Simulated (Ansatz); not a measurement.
# InSe (R3m): how the settings move a single-point run

How sensitive is a single-point run of InSe (R3m) to its settings? A reference run comes first, then four runs with altered input.

A COD entry behind a cell of this session may itself be a prediction, so a difference from it is no test against experiment.

Program: Ansatz 0.2.0. Level of theory: reference: DFT r2SCAN, scalar-relativistic, plane waves, PAW. These are calculated values, not measurements.

1 further run of the same task is left out (it didn't finish). Runs told in other sessions of the task aren't counted.

### Step 1. The system as given

It takes space group R3m (No. 160, trigonal). The conventional cell has a = 4.044 Å, b = 4.044 Å, c = 26.105 Å, α = 90.00°, β = 90.00°, γ = 120.00°. In (site symmetry 3m) has 3 Se at 2.65 Å and 1 In at 2.80 Å in its first shell of neighbours. Around Se (site symmetry 3m) lie 3 In at 2.65 Å.

Structure file:

```cif
data_structure
_symmetry_space_group_name_H-M 'R3m:H'
_symmetry_Int_Tables_number 160
_cell_length_a 4.0437
_cell_length_b 4.0437
_cell_length_c 26.1050
_cell_angle_alpha 90.000
_cell_angle_beta 90.000
_cell_angle_gamma 120.000
_cell_volume 369.66
loop_
_atom_site_label
_atom_site_type_symbol
_atom_site_symmetry_multiplicity
_atom_site_Wyckoff_symbol
_atom_site_fract_x
_atom_site_fract_y
_atom_site_fract_z
_atom_site_occupancy
In1 In 3 a 0.66667 0.33333 0.33084 1
In2 In 3 a 0.66667 0.33333 0.22364 1
Se1 Se 3 a 0.33333 0.66667 0.04573 1
Se2 Se 3 a 0.00000 0.00000 0.17542 1
```

### Step 2. Baseline

input.yaml

```yaml
crystal:
  lattice:
    - [2.0218394263, 1.167309537, 8.7016546862]
    - [-2.0218394263, 1.167309537, 8.7016546862]
    - [0.0, -2.334619074, 8.7016546862]
  atoms:
    - { symbol: In, position: [0.0024918767, 0.0024918767, 0.0024918767] }
    - { symbol: In, position: [0.1096888656, 0.1096888656, 0.1096888656] }
    - { symbol: Se, position: [0.6209374285, 0.6209374285, 0.6209374285] }
    - { symbol: Se, position: [0.8245818291, 0.8245818291, 0.8245818291] }
basis:
  ecutwfc: 500
  ecutrho_ratio: 4
kpoints:
  mp_grid: { grid: [10, 10, 10] }
  band_path:
    path:
      - [[0.0, 0.0, 0.0], [-0.5, -0.5, -0.5], [-0.5, -0.17866379, -0.82133621]]
      - [[-0.17866379, 0.17866379, -0.5], [0.0, 0.0, -0.5], [0.0, 0.0, 0.0], [0.0, 0.33933189, -0.33933189]]
      - [[-0.33933189, 0.0, -0.66066811], [-0.5, 0.0, -0.5], [0.0, 0.0, 0.0]]
    npoints: 14
hamiltonian:
  xc: r2scan
scf:
  occupations: { method: gaussian, width: 0.05 }
  n_extra_bands: 17
output:
  forces: true
  stress: true
  eigenvalues: true
  populations: true
  dos: { projected: true, de: 0.02, nscf_kmesh: { grid: [15, 15, 15] } }
  bader: true
  write_density: true
  write_potential: true
  elf: true
  volumetric_format: npy
```

Command:

```bash
$ ansatz run input.yaml --threads 4 --pin off --max-ram 7168MiB --backend cpu --events-out ev --progress --plain --runs-dir out
```

### Step 3. Changing settings: xc pbe

input.yaml

```yaml
crystal:
  lattice:
    - [2.021839426272, 1.167309537016, 8.7016546862]
    - [-2.021839426272, 1.167309537016, 8.7016546862]
    - [0.0, -2.334619074033, 8.7016546862]
  atoms:
    - { symbol: In, position: [0.0024918767, 0.0024918767, 0.0024918767] }
    - { symbol: In, position: [0.1096888656, 0.1096888656, 0.1096888656] }
    - { symbol: Se, position: [0.6209374285, 0.6209374285, 0.6209374285] }
    - { symbol: Se, position: [0.8245818291, 0.8245818291, 0.8245818291] }
basis:
  ecutwfc: 500
  ecutrho_ratio: 4
kpoints:
  mp_grid: { grid: [10, 10, 10] }
hamiltonian:
  xc: pbe
scf:
  occupations: { method: gaussian, width: 0.05 }
output:
  forces: true
  stress: true
  write_density: true
  write_potential: true
  elf: true
  volumetric_format: npy
```

### Step 4. Variant: ecutrho_ratio 9

input.yaml

```yaml
crystal:
  lattice:
    - [2.021839426272, 1.167309537016, 8.7016546862]
    - [-2.021839426272, 1.167309537016, 8.7016546862]
    - [0.0, -2.334619074033, 8.7016546862]
  atoms:
    - { symbol: In, position: [0.0024918767, 0.0024918767, 0.0024918767] }
    - { symbol: In, position: [0.1096888656, 0.1096888656, 0.1096888656] }
    - { symbol: Se, position: [0.6209374285, 0.6209374285, 0.6209374285] }
    - { symbol: Se, position: [0.8245818291, 0.8245818291, 0.8245818291] }
basis:
  ecutwfc: 500
  ecutrho_ratio: 9
kpoints:
  mp_grid: { grid: [10, 10, 10] }
hamiltonian:
  xc: r2scan
scf:
  occupations: { method: gaussian, width: 0.05 }
output:
  forces: true
  stress: true
```

### Step 5. Changing settings: symmetry.detect false, xc_grid 3

input.yaml

```yaml
crystal:
  lattice:
    - [2.021839426272, 1.167309537016, 8.7016546862]
    - [-2.021839426272, 1.167309537016, 8.7016546862]
    - [0.0, -2.334619074033, 8.7016546862]
  atoms:
    - { symbol: In, position: [0.0024918767, 0.0024918767, 0.0024918767] }
    - { symbol: In, position: [0.1096888656, 0.1096888656, 0.1096888656] }
    - { symbol: Se, position: [0.6209374285, 0.6209374285, 0.6209374285] }
    - { symbol: Se, position: [0.8245818291, 0.8245818291, 0.8245818291] }
  symmetry: { detect: false }
basis:
  ecutwfc: 500
  ecutrho_ratio: 4
  xc_grid: 3
kpoints:
  mp_grid: { grid: [10, 10, 10] }
hamiltonian:
  xc: r2scan
scf:
  occupations: { method: gaussian, width: 0.05 }
output:
  forces: true
  stress: true
```

### Step 6. Changed: preconditioner resta

input.yaml

```yaml
crystal:
  lattice:
    - [2.021839426272, 1.167309537016, 8.7016546862]
    - [-2.021839426272, 1.167309537016, 8.7016546862]
    - [0.0, -2.334619074033, 8.7016546862]
  atoms:
    - { symbol: In, position: [0.0024918767, 0.0024918767, 0.0024918767] }
    - { symbol: In, position: [0.1096888656, 0.1096888656, 0.1096888656] }
    - { symbol: Se, position: [0.6209374285, 0.6209374285, 0.6209374285] }
    - { symbol: Se, position: [0.8245818291, 0.8245818291, 0.8245818291] }
basis:
  ecutwfc: 500
  ecutrho_ratio: 4
kpoints:
  mp_grid: { grid: [10, 10, 10] }
hamiltonian:
  xc: r2scan
scf:
  occupations: { method: gaussian, width: 0.05 }
  mixing: { preconditioner: resta }
output:
  forces: true
  stress: true
```

Q: Predict the outcome of this session. Wanted: for each run, ending; energy change; pressure; gap; force.

**Answer**, as computed:

```csv
run,ending,energy change,pressure (GPa),gap (eV),force (eV/Å),cycles,time
reference,converged,0,0.0,0.93,0.00,7,2.2 min
1: xc pbe,converged,not comparable,1.6,0.52,0.21,7,19 s
2: ecutrho_ratio 9,converged,-0.1 meV/atom,0.0,0.93,0.00,7,19 s
"3: symmetry.detect false, xc_grid 3",converged,+0.1 meV/atom,0.0,0.93,0.00,7,85 s
4: preconditioner resta,converged,0.0 meV/atom,0.0,0.93,0.00,7,21 s
```

Times don't compare one to one where runs were asked for different outputs or read a saved state (see the inputs); cycles may leave out searches for a lower state.

Residual by cycle in the longest SCF loop of each run; runs are numbered as in the table. The quantity is the density residual dr2, in eV.

```csv
cycle,reference,run 1,run 2,run 3,run 4
1,0.0377,0.00686,0.0358,0.0358,0.0358
2,0.00415,8.6e-4,0.00585,0.00584,0.00584
3,9.3e-4,2.0e-4,5.6e-4,5.6e-4,5.7e-4
4,1.2e-4,2.0e-5,5.1e-5,5.1e-5,5.1e-5
5,4.0e-6,2.0e-6,5.8e-6,5.8e-6,5.8e-6
6,3.3e-7,1.4e-7,7.9e-7,8.0e-7,8.0e-7
7,2.9e-8,1.4e-8,4.6e-8,4.6e-8,4.6e-8
```

**Reading.** Of the converged runs whose energies compare with the reference's, «symmetry.detect false, xc_grid 3» moves the energy most (+0.1 meV/atom) and «preconditioner resta» least (0.0 meV/atom). The pressure spans 0.0 to 1.6 GPa over the reference and the converged variants. The gap spans 0.52 to 0.93 eV over the reference and the converged variants.

These are semilocal Kohn-Sham gaps, which aren't the measured quantity. Such gaps usually fall short of the measured ones. Spin-orbit coupling is left out, though the cell holds In; it can move the gap.
